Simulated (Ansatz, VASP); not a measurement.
# Cross-check of Al27CN26 (C_N) between VASP and Ansatz

One calculation is typed for both programs; each brings its own data sets. How far apart do they land? The cell is taken from a series of runs on this material, whose earlier steps may have relaxed, scaled, displaced or heated it; both programs get it as it stands.

Calculated with Ansatz 0.2.0; plane waves, with VASP 6.6.1 beside it; single point at r2SCAN.

## 1. Starting point

The cell holds 54 atoms: 27 Al, 26 N and 1 C. Cell: a = 9.269 Å, b = 9.269 Å, c = 9.269 Å, α = 60.0°, β = 60.0°, γ = 60.0°. It derives from AlN (AlN (F-43m)). Nearest the centre at fractional (0.417, 0.417, 0.417): C54 at 0.07 Å, Al15 at 1.93 Å, Al17 at 1.94 Å, Al14 at 1.96 Å, Al23 at 1.97 Å, N39 at 3.07 Å, N42 at 3.07 Å, N33 at 3.10 Å.

Coordinates:

```xyz
54
Lattice="0.0000 6.5542 6.5542 6.5542 0.0000 6.5542 6.5542 6.5542 0.0000" Properties=species:S:1:pos:R:3 pbc="T T T"
Al    6.5532    6.5529    0.0014
Al    8.7333    2.1884    6.5599
Al    4.3717    4.3660    0.0062
Al    8.7329    6.5570    2.1914
Al    4.3626    2.1853    2.1883
Al    6.5519   10.9139    8.7448
Al    4.3719    0.0031    4.3690
Al    6.5525    8.7425   10.9170
Al    8.7587   10.9159   10.9195
Al    0.0065    2.1855    2.1883
Al    8.7340    4.3693    8.7399
Al    4.3707    6.5427    2.1916
Al    8.7337    8.7367    4.3724
Al    4.3216    4.3328    4.3348
Al    6.6245    6.5552    4.3731
Al    4.3712    2.1892    6.5455
Al    6.6265    4.3703    6.5572
Al    8.7577    6.5602    6.5638
Al    6.5534   10.9257    4.3742
Al    8.7386    6.5558   10.9245
Al    4.3715    8.7350    4.3832
Al    8.7384   10.9220    6.5581
Al    4.3209    6.5936    6.5946
Al    6.5524    8.7347    6.5658
Al    4.3721    4.3804    8.7374
Al    6.5529    6.5627    8.7372
Al    8.7468    8.7385    8.7411
N     1.0885    1.0973    1.1007
N     3.2719    3.2808    1.0985
N     5.4683    5.4613    1.1005
N     3.2716    1.0952    3.2840
N     5.4556    3.2626    3.2653
N     7.6667    5.4521    3.2757
N     5.4684    1.0977    5.4641
N     7.6684    3.2714    5.4554
N     9.8412    5.4640    5.4671
N     1.0893    3.2783    3.2816
N     3.2562    5.4642    3.2611
N     5.4713    7.6348    3.2971
N     3.2560    3.2585    5.4669
N     7.6674    7.6564    5.4790
N     5.4720    3.2936    7.6380
N     7.6688    5.4755    7.6602
N     9.8526    7.6538    7.6563
N     1.0964    5.4653    5.4678
N     3.2552    7.6732    5.4681
N     5.4684    9.8316    5.4707
N     3.2555    5.4657    7.6753
N     5.4556    7.6676    7.6701
N     7.6524    9.8305    7.6550
N     5.4684    5.4679    9.8342
N     7.6524    7.6525    9.8329
N     9.8533    9.8290    9.8313
C     5.3904    5.4633    5.4695
```

## 2. Ansatz: single point, r2SCAN

Ansatz runs on its PAW soft_1 files.

With cell and atoms fixed, the geometry can't cause a difference; cores, projectors, grids and the points listed under the comparison can.

File input.yaml:

```yaml
crystal:
  checkpoint: "../q0_M1.relax.run"
  host: checkpoint
basis:
  ecutwfc: 500
  xc_grid: 2
hamiltonian:
  xc: r2scan
  pseudopotentials: { kind: paw, azcp: { folder: soft_1 } }
kpoints:
  mp_grid: { grid: [2, 2, 2], shift: [0.5, 0.5, 0.5] }
magnetization:
  spin_polarized: true
  initial_magnetization: 1
  spin_locking: { lock_magnetization: hard }
scf:
  occupations: { method: fermi_dirac, width: 0.01 }
  max_iter: 80
output:
  forces: true
  eigenvalues: true
  charged_corrections:
    epsilon: 4.64
    static_epsilon: 8.51
    defect_position: [0.416667, 0.416667, 0.416667]
  eigenstates: { localisation: true }
  populations: true
  efg: {}
checkpoint:
  read: "../q0_M1.relax.run"
  write: "../q0_M1.point.run"
  compress: false
  write_wavefunctions: false
  write_every: 100000
```

On the command line:

```sh
> ansatz run input.yaml --threads 4 --pin off --max-ram 7536MiB --backend cpu --events-out ev --progress --plain --runs-dir out
```

Numbers of over 12 decimals in the logs are rounded to 6 here.

Output:

```text
Warning: This run holds its total moment fixed (magnetization.spin_locking.lock_magnetization: hard) and mixes its density by anderson or broyden (scf.mixing.algorithm, typed or taken by auto). Slabs with a fixed moment have converged under broyden above another state at the same moment, at the default mixing steps and at smaller ones, and under scf.lower_state_search: standard, light or off a state that such a mixer [...]
crystal.checkpoint: the structure is that of <dir>, a `relax` run, at its step 12: its result, under r2scan at a charge of 0 e; 54 atoms read, 0 with a starting moment; crystal.structure_sha256 for this input is
Engine: ansatz 0.2.0, aarch64-unknown-linux-gnu
Pseudopotentials: kind: paw
Pseudopotential: Al, paw, valence charge 3, recommended cutoff 500 eV (meta_gga), soft_1/Al.paw.azcp
Pseudopotential: N, paw, valence charge 5, recommended cutoff 500 eV (meta_gga), soft_1/N.paw.azcp
Pseudopotential: C, paw, valence charge 4, recommended cutoff 500 eV (meta_gga), soft_1/C.paw.azcp
Functional definition: r2SCAN
  parameter k0 = 0.174
  parameter k1 = 0.065
  parameter a1 = 4.9479
  exchange = r2scan_x(k0 = k0, k1 = k1, a1 = a1)
  correlation = r2scan_c
Crystal: 54 atoms, lattice volume = 563.102 Å³
Basis set: ecut = 500 eV, 14331 PW (Γ), exchange–correlation on 144×144×144 points (8 copies of the dense FFT grid, shifted against one another)
Bands: 162, of which v1, the nominal top of the filled ones, is band 108 counted from 1 (107 counted from 0)
Symmetry: 1 space group operations
Space group: P1 (ITA 1), of the structure as read, at distance tolerance 8.3e-5 Å
Magnetic group: BNS 1.1 (UNI 1), of the structure as read, at distance tolerance 8.3e-5 Å
k-points: 4 of 8 (time reversal used)
Non-local potential: Al, projectors of the file, l = 0: 2, l = 1: 2, l = 2: 1
Non-local potential: N, projectors of the file, l = 0: 2, l = 1: 2, l = 2: 1
Non-local potential: C, projectors of the file, l = 0: 2, l = 1: 2, l = 2: 1
PAW form: soft (Blöchl's): semilocal exchange-correlation on the pseudo side does not see the compensation charge
PAW frozen core: Al, regenerated for the run's functional (the file was generated under x = pbe(κ = 0.804, μ = 0.219515), c = pbe(β = 0.066725))
PAW frozen core: N, regenerated for the run's functional (the file was generated under x = pbe(κ = 0.804, μ = 0.219515), c = pbe(β = 0.066725))
PAW frozen core: C, regenerated for the run's functional (the file was generated under x = pbe(κ = 0.804, μ = 0.219515), c = pbe(β = 0.066725))
PAW one-centre angular grid: Al, 302 points (default); XC on 160 Gauss nodes
PAW one-centre angular grid: N, 302 points (default); XC on 160 Gauss nodes
PAW one-centre angular grid: C, 302 points (default); XC on 219 of its mesh's 2255 points in the sphere
Initial density: read from a saved state, or passed on in memory by an earlier SCF of this step, an earlier step, the calling program or the single point that the run made first
Stability of the state it starts from, as read at its close in the collinear treatment: not read, because the mixer in use, unlike msr1, does not test its closes by its own steps (another_mixer); its run was given moments
Starting moments: Σ|m| = 1 μB on 54 of 54 sites; this step starts from the density that it was given
Initial wavefunctions: pseudopotential atomic-orbital guess — the wavefunctions supplied were not used: k-point sampling differs
Functional: x = r2scan, c = r2scan; τ floored in thin density (d = 2e-4 eV/Å³)
iter 1 solved again at ethr=3.21e-5 eV; its pass at ethr=3.10e-3 eV (dr2=6.90e-2 eV) is discarded
SCF iter   1: F=—  HF=-24929.523605 eV  |F-HF|=—  |Δ(HF+E_count)|=         —  Δρ=1.92e-3 (↑1.83e-3 ↓1.92e-3)  dr2=7.09e-2  dr2_τ=1.60e-3  dr2_m=1.17e-3  M=1.000 μB ∫|m|=1.144 μB  β_m=1.20  ethr=3.21e-5  ⟨swp⟩=9.6  Hψ=8756  notcnv=0
preconditioner: auto → Resta (q_TF=auto, 2.324 Å⁻¹)  ε∞=3.7  [insulator: Δε(μ)=0.595 eV  Ē_g=14.054 eV  σ=0.010 eV  W_gap=1.00  n_scr=112 (ndim 8)  ℏωp=22.9 eV  f_vac=0.000  D(μ)=0.00/eV (n_scr^D=0)  ε∞_Penn≈3.7]
spin=Collinear: Resta preconditioning applied to the charge; magnetization (m = ρ↑ − ρ↓) channel mixes plain (no charge-response kernel on spin).
SCF iter   2: F=—  HF=-24929.512360 eV  |F-HF|=—  |Δ(HF+E_count)|=   1.12e-2  Δρ=1.05e-3 (↑1.05e-3 ↓1.05e-3)  dr2=2.07e-2  dr2_τ=1.70e-4  dr2_m=2.87e-5  M=1.000 μB ∫|m|=1.140 μB  β_m=1.20  ethr=3.21e-5  ⟨swp⟩=2.5  Hψ=2437  notcnv=0  κ⁻¹=1.0e0(r=1)
[...]
atom  51  Al V_zz =    -0.204320   η = 0.9484   by run symmetry: allowed
            electrostatic potential = -1230.823041 V   contact ρ = 10108.194868 e/Å³   contact ρ_s (e/Å³): all electrons -0.000013, valence -0.000051
  atom  52  N  V_zz =    +0.069742   η = 0.4975   by run symmetry: allowed
            electrostatic potential = -516.604579 V   contact ρ = 1410.986507 e/Å³   contact ρ_s (e/Å³): all electrons +0.000261, valence +0.001161
  atom  53  Al V_zz =    +0.193299   η = 0.2810   by run symmetry: allowed
            electrostatic potential = -1230.857209 V   contact ρ = 10108.216028 e/Å³   contact ρ_s (e/Å³): all electrons -0.001621, valence -0.001578
  atom  54  N  V_zz =    +0.049067   η = 0.8042   by run symmetry: allowed
            electrostatic potential = -516.568994 V   contact ρ = 1410.990886 e/Å³   contact ρ_s (e/Å³): all electrons -0.000529, valence +0.001626
--- Band table (eV; the first three rows and the last of 8) ---
  k-point 0 ↑: bands = [... 104 lower, 6.5442, 6.7879, 6.9370, 7.1678, 11.7695, 11.7918, 11.8054, 12.1261, ... 50 higher]
  k-point 1 ↑: bands = [... 104 lower, 6.4344, 6.4983, 7.0232, 7.0455, 11.0299, 12.0167, 12.0371, 12.6888, ... 50 higher]
  k-point 2 ↑: bands = [... 104 lower, 6.4353, 6.4999, 7.0228, 7.0422, 11.0299, 12.0165, 12.0373, 12.6886, ... 50 higher]
  k-point 3 ↓: bands = [... 104 lower, 6.5317, 6.8778, 7.1935, 8.2091, 11.0354, 12.0217, 12.0655, 12.6984, ... 50 higher]
--- Löwdin populations: 54 sites ---
  site symbol       q [e]    m [muB]
     0     Al      1.8876    -0.0001
     1      N      6.0470     0.0017
     2     Al      1.8903     0.0003
     3      N      6.0470     0.0007
     4     Al      1.8887    -0.0001
     5      N      6.0472    -0.0005
     6     Al      1.8905     0.0004
     7      N      6.0469     0.0007
     8     Al      1.8920    -0.0004
     9      N      6.0514    -0.0006
    10     Al      1.8827    -0.0008
    11      N      6.0458     0.0193
    12     Al      1.8887    -0.0001
    13      N      6.0471    -0.0005
    14     Al      1.8826    -0.0007
    15      N      6.0467     0.0175
    16     Al      1.8849    -0.0010
    17      N      6.0458     0.0000
    18     Al      1.8924     0.0069
    19      N      6.0467     0.0021
    20     Al      1.8900     0.0009
    21      N      6.0472     0.0164
    22     Al      1.8853    -0.0029
    23      N      6.0201     0.0739
[...]
46     Al      1.8829    -0.0007
    47      N      6.0467     0.0009
    48     Al      1.8856    -0.0031
    49      N      6.0471    -0.0005
    50     Al      1.8828    -0.0006
    51      N      6.0467     0.0008
    52     Al      1.8895    -0.0001
    53      N      6.0468     0.0019
  spilling = 0.007933 (of n_electrons = 215.000000)
```

## 3. VASP: single point, r2SCAN

The same cell, functional, mesh and smearing now go to VASP, with its own data sets.

Lines of VASP's logs that name or quote its potential files are left out, and so is its time.

File INCAR:

```
SYSTEM = Al27CN26
PREC = Accurate
ENCUT = 580
EDIFF = 1E-06
NELM = 200
ISMEAR = -1
SIGMA = 0.01
LREAL = Auto
ALGO = Normal
METAGGA = R2SCAN
LASPH = .TRUE.
NBANDS = 152
ISPIN = 2
MAGMOM = -0 0 -0 0 -0 -0 -0 -0 -0 0 0 -0 0 -0 0.02 -0 0.02 -0 0 -0 -0 -0 -0 -0 -0 -0 -0 0 0 -0 0 -0 0.01 -0 0.01 0 0 0.01 0.06 0.01 0.01 0.06 0.01 0 -0 0.02 -0 0.02 -0 0 -0 0 0 0.38
LORBIT = 11
LWAVE = .FALSE.
LCHARG = .FALSE.
ISIF = 2
ISYM = 0
NUPDOWN = 1
GGA_COMPAT = .FALSE.
LMIXTAU = .TRUE.
KPAR = 4
```

File POSCAR:

```
Al27CN26
1.0
    0.0000000000      6.5541898631      6.5541898631
    6.5541898631      0.0000000000      6.5541898631
    6.5541898631      6.5541898631      0.0000000000
Al N C
27 26 1
Direct
    0.0000888712      0.0001279090      0.9997137554
    0.0011492796      0.9997251152      0.3327456920
    0.0000402482      0.0009105369      0.6660992855
    0.0011826138      0.3331688015      0.9992517943
    0.0008481224      0.3330356206      0.3325782765
    0.9998759748      0.3343524103      0.6652995198
    0.0000215678      0.6665818700      0.0004552098
    0.9998926248      0.6657551836      0.3339842396
    0.9975844101      0.6684488098      0.6679042809
    0.3331681509      0.0007117333      0.0002786416
    0.3337736175      0.9997074162      0.3328741339
    0.3328878293      0.0015003075      0.6653609445
    0.3337866080      0.3333287998      0.9992067987
    0.3315471472      0.3298336148      0.3295313936
    0.3283240828      0.3389012821      0.6718296394
    0.3328787224      0.6657887003      0.0011373894
    0.3281131048      0.6723391083      0.3386884800
    0.3330888081      0.6683708159      0.6678234925
    0.6672387586      0.0001494310      0.9997370965
    0.6668767071      0.9999219421      0.3333663609
    0.6672604384      0.0014988146      0.6654820550
    0.6668772803      0.3337143912      0.9995411252
    0.6764628663      0.3296990036      0.3295563980
    0.6673674344      0.3343973592      0.6653293751
    0.6671889570      0.6659146935      0.0011542555
    0.6672818879      0.6657835074      0.3340124119
    0.6662028505      0.6674664298      0.6670627708
    0.0846389449      0.0832958921      0.0827750634
    0.0844794272      0.0831251955      0.4160824694
    0.0834210875      0.0844916555      0.7498371657
    0.0844961605      0.4165509869      0.0826048548
    0.0818019643      0.4163908800      0.4159935307
    0.0809496753      0.4188325206      0.7509066522
    0.0834053696      0.7502683875      0.0840735392
    0.0807400853      0.7516144274      0.4183884229
    0.0831472133      0.7509917853      0.7505181816
    0.4173382080      0.0833561184      0.0828405470
    0.4172278671      0.0803371286      0.4164700276
    0.4165661067      0.0864860117      0.7482994557
    0.4172417073      0.4168596811      0.0799174726
    0.4171363049      0.4188131664      0.7510284473
    0.4165014395      0.7488641378      0.0860213671
    0.4170534466      0.7516880504      0.4183669360
    0.4163445175      0.7518157540      0.7514311657
    0.7504153478      0.0838359457      0.0834447125
    0.7541841385      0.0801099967      0.4165535794
    0.7502048509      0.0844834783      0.7498455776
    0.7541376638      0.4169152180      0.0797849012
    0.7538724345      0.4163848014      0.4160018818
    0.7501370834      0.4178198636      0.7497457111
    0.7501852878      0.7502652926      0.0840715002
    0.7501253472      0.7501224257      0.4174413896
    0.7481485543      0.7518581286      0.7514980350
    0.4228160366      0.4116860381      0.4107498090
```

File KPOINTS:

```
Points of the shifted mesh
8
Reciprocal
 0.2500000000  0.2500000000  0.2500000000 1
 0.2500000000  0.2500000000  0.7500000000 1
 0.2500000000  0.7500000000  0.2500000000 1
 0.2500000000  0.7500000000  0.7500000000 1
 0.7500000000  0.2500000000  0.2500000000 1
 0.7500000000  0.2500000000  0.7500000000 1
 0.7500000000  0.7500000000  0.2500000000 1
 0.7500000000  0.7500000000  0.7500000000 1
```

Potentials, in the order of the species: Al, N and C (PBE family, release 64).

On the command line:

```sh
> mpirun -np 8 vasp_std
```

Output:

```text
[banner, memory and clock lines left out]
running    8 mpi-ranks, on    1 nodes
[...]
|                                                                             |
|           W    W    AA    RRRRR   N    N  II  N    N   GGGG   !!!           |
|           W    W   A  A   R    R  NN   N  II  NN   N  G    G  !!!           |
|           W    W  A    A  R    R  N N  N  II  N N  N  G       !!!           |
|           W WW W  AAAAAA  RRRRR   N  N N  II  N  N N  G  GGG   !            |
|           WW  WW  A    A  R   R   N   NN  II  N   NN  G    G                |
|           W    W  A    A  R    R  N    N  II  N    N   GGGG   !!!           |
|                                                                             |
|     For optimal performance we recommend to set                             |
|       NCORE = 2 up to number-of-cores-per-socket                            |
|     NCORE specifies how many cores store one orbital (NPAR=cpu/NCORE).      |
|     This setting can greatly improve the performance of VASP for DFT.       |
[...]
|                                                                             |
|     You enforced a specific xc type in the INCAR file but a different       |
|     [... a line on the potential file left out ...]
|     I HOPE YOU KNOW WHAT YOU ARE DOING!                                     |
|                                                                             |

 LDA part: xc-table for (None), standard interpolation
 POSCAR, INCAR and KPOINTS ok, starting setup
[...]
entering main loop
       N       E                     dE             d eps       ncg     rms          rms(c)
DAV:   1     0.824325850018E+03    0.82433E+03   -0.10923E+05  4864   0.144E+03
DAV:   2    -0.521860633693E+03   -0.13462E+04   -0.12836E+04  5992   0.289E+02
DAV:   3    -0.626716641770E+03   -0.10486E+03   -0.10384E+03  5896   0.869E+01
DAV:   4    -0.628255099591E+03   -0.15385E+01   -0.15349E+01  5720   0.111E+01
[...]
DAV:  20    -0.513441550975E+03   -0.12768E-04   -0.61235E-06  5264   0.111E-02    0.119E-02
DAV:  21    -0.513441553203E+03   -0.22273E-05   -0.12214E-06  3640   0.407E-03    0.363E-03
DAV:  22    -0.513441552341E+03    0.86159E-06   -0.60319E-07  2920   0.355E-03
   1 F= -.51344155E+03 E0= -.51344155E+03  d E =-.524896E-11  mag=     1.0000
```

From OUTCAR (step 3):

```text
  FREE ENERGIE OF THE ION-ELECTRON SYSTEM (eV)
  ---------------------------------------------------
  free  energy   TOTEN  =      -513.4415523409 eV

  energy  without entropy=     -513.4415523409  energy(sigma->0) =     -513.44155234

 magnetization (x)
# of ion       s       p       d       tot
------------------------------------------
    1        0.000  -0.000   0.000   0.000
    2        0.000   0.001   0.000   0.001
    3       -0.000  -0.000   0.000  -0.000
    4        0.000   0.001   0.000   0.001
    5       -0.000  -0.000   0.000  -0.000
    6       -0.000  -0.000   0.000  -0.000
    7       -0.000  -0.000   0.000  -0.000
    8       -0.000  -0.000   0.000  -0.000
    9       -0.000  -0.000   0.000  -0.000
   10        0.002   0.005   0.000   0.006
   11        0.000   0.001   0.000   0.001
   12       -0.000  -0.000   0.000  -0.001
   13        0.000   0.001   0.000   0.001
[...]
--------------------------------------------------
tot          0.034   0.558   0.000   0.593
```

The run ends at a pressure of 1.25 GPa, with forces up to 0.14 eV/Å.

## 4. Comparison

Known differences besides the potentials themselves: VASP starts from the moments at which Ansatz ended; VASP keeps PBE cores, Ansatz makes them for the functional; the cutoff is 500 eV in Ansatz and 580 eV in VASP (PREC = Accurate, projectors in real space); site moments are counted in spheres of each program's own size. Total energies have different zeros and are not compared.

Compared:

```
                             quantity  Ansatz  VASP  difference
total moment, fixed by the input (μB)    1.00  1.00        0.00
                   moment on C54 (μB)    0.38  0.33       +0.05
                   moment on N42 (μB)    0.06  0.06        0.00
                   moment on N39 (μB)    0.06  0.05        0.00
```

Forces on 10 of the 54 atoms, those with the largest forces and the largest differences (eV/Å; atoms numbered as in POSCAR):

```
atom          Ansatz x, y, z            VASP x, y, z
 Al4     0.020, 0.041, 0.045     0.018, 0.039, 0.036
Al10    -0.097, 0.034, 0.040    -0.097, 0.032, 0.036
Al12     0.088, 0.084, 0.068     0.089, 0.086, 0.061
Al16     0.085, 0.067, 0.083     0.087, 0.059, 0.086
Al17   -0.015, -0.027, 0.092   -0.017, -0.027, 0.092
Al19     0.034, 0.037, 0.038     0.034, 0.045, 0.044
Al23     0.000, 0.071, 0.084     0.005, 0.074, 0.090
Al25     0.070, 0.003, 0.007     0.066, 0.001, 0.015
 N46  -0.021, -0.083, -0.047  -0.016, -0.090, -0.048
 N48  -0.019, -0.047, -0.083  -0.013, -0.047, -0.088
```

The forces differ by 3.1 meV/Å r.m.s., which is 6.9 % of the r.m.s. force of 0.045 eV/Å (both taken over all components).

## 5. Results

```json
{"r.m.s. force difference (single point, r2SCAN)": "3.1 meV/Å"}
```

In words: The r.m.s. force difference is 3.1 meV/Å (single point, r2SCAN), within the 12 meV/Å picked in this series as the mark of a large difference. How closely two codes agree says nothing of how well the functional describes the real material.

[Lines on the potential files, build, host, timing and source positions are cut from VASP's logs without a mark.]

[Logs are printed without paths, hosts, clocks, repeated set-up lines and the standing remarks that a program may print on its own settings, such as how far it seeks lower states.]

[Hosts, paths, dates, database ids (printed as entryN), source tags and the programs' standing remarks are cut or masked in the printed files.]
